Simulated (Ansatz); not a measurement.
# KZnF3 (Pm-3m), one atom moved over a plane

All numbers below come from DFT PBE, scalar-relativistic, plane waves, PAW in Ansatz 0.2.0. Settings: plane waves to 420 eV, k-mesh 6×6×6 (Γ-centred), Gaussian smearing 0.05 eV. No spin polarisation. Energies are free energies at this smearing, counted from the undisturbed cell; pressure is positive in compression.

Zero of the scan (as given, not relaxed at this level; it stands at 4.6 GPa, and it needn't be the usual structure):

```xyz
5
Lattice="4.0500 0.0000 0.0000 0.0000 4.0500 0.0000 0.0000 0.0000 4.0500" Properties=species:S:1:pos:R:3 pbc="T T T"
K     0.0000    0.0000    0.0000
Zn    2.0250    2.0250    2.0250
F     2.0250    2.0250    0.0000
F     0.0000    2.0250    2.0250
F     2.0250    0.0000    2.0250
```

Atom 3 (F) is moved by p along (0.707, 0.707, 0.000) and q along (0.000, 0.000, 1.000) (Å), all else fixed. Points are written (p, q).

p was sampled at -0.300, -0.150, 0.000, 0.150, 0.300 and q at -0.300, -0.150, 0.000, 0.150, 0.300.

Where on the computed points is the energy highest, and how high?

At (-0.300, -0.300), (-0.300, 0.300), (0.300, -0.300), (0.300, 0.300): 0.65 eV/cell.

Away from (0, 0), which computed point is lowest?

(-0.150, 0.000), (0.150, 0.000): 0.02 eV/cell.

The map, in eV/cell:

```csv
p \ q,-0.300,-0.150,0.000,0.150,0.300
-0.300,0.65,0.21,0.09,0.21,0.65
-0.150,0.63,0.15,0.02,0.15,0.63
0.000,0.63,0.13,0.00,0.13,0.63
0.150,0.63,0.15,0.02,0.15,0.63
0.300,0.65,0.21,0.09,0.21,0.65
```